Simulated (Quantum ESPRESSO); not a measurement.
The system is MnS.

```
Mn S
1.0
     0.00000    2.47346    2.47346
     2.47346    0.00000    2.47346
     2.47346    2.47346    0.00000
Mn S
1 1
Direct
  0.00000 0.00000 0.00000
  0.75000 0.75000 0.75000
```

The cell is a database's computed one.

| Property | Result |
| --- | --- |
| Program | Quantum ESPRESSO 7.5 |
| Task | single point |
| Functional | PBEsol |
| Potentials or basis | GBRV 1.5 PBEsol |
| Cutoff | 612 eV |
| Density cutoff | 4898 eV |
| k mesh | 9 × 9 × 9 |
| Occupations | fermi-dirac, width 0.05 eV |
| Spin | collinear spin, ferromagnetic start |
| Starting moments | [4.0, 0.0] μB |

On this cell: pressure -3.2 GPa; largest force zero by symmetry; net moment 0.23 μB per cell; site moments Mn +0.20; S -0.00 μB; band gap on the k mesh none (metal or under the smearing width).

The same run follows on a disturbed copy (atoms moved at random, drawn with an rms of 0.05 Å):

```xyz
2
Lattice="0.0000 2.4735 2.4735 2.4735 0.0000 2.4735 2.4735 2.4735 0.0000" Properties=species:S:1:pos:R:3 pbc="T T T"
Mn   -0.0059    0.0120   -0.0006
S     3.6968    3.6845    3.6093
```

What changes?

The energy (extrapolated to zero smearing) moves by +38.2 meV/atom; pressure -2.2 GPa; largest force 1.447 eV/Å; net moment 0.24 μB per cell; site moments Mn +0.21; S -0.01 μB; band gap on the k mesh none (metal or under the smearing width).

Forces on the atoms (eV/Å):
```
Mn   0.094 -0.494 -1.356
S   -0.094  0.494  1.356
```

Stress tensor (GPa, compression positive):
```
-2.15 -7.61 -2.73
-7.61 -2.16  0.13
-2.73  0.13 -2.29
```

Caveats: the moment fell far below its start of 4 μB, so a state of higher moment may lie lower in energy; semilocal functionals often make such compounds metallic where correlation or magnetic order opens a gap, which also shifts bond lengths.
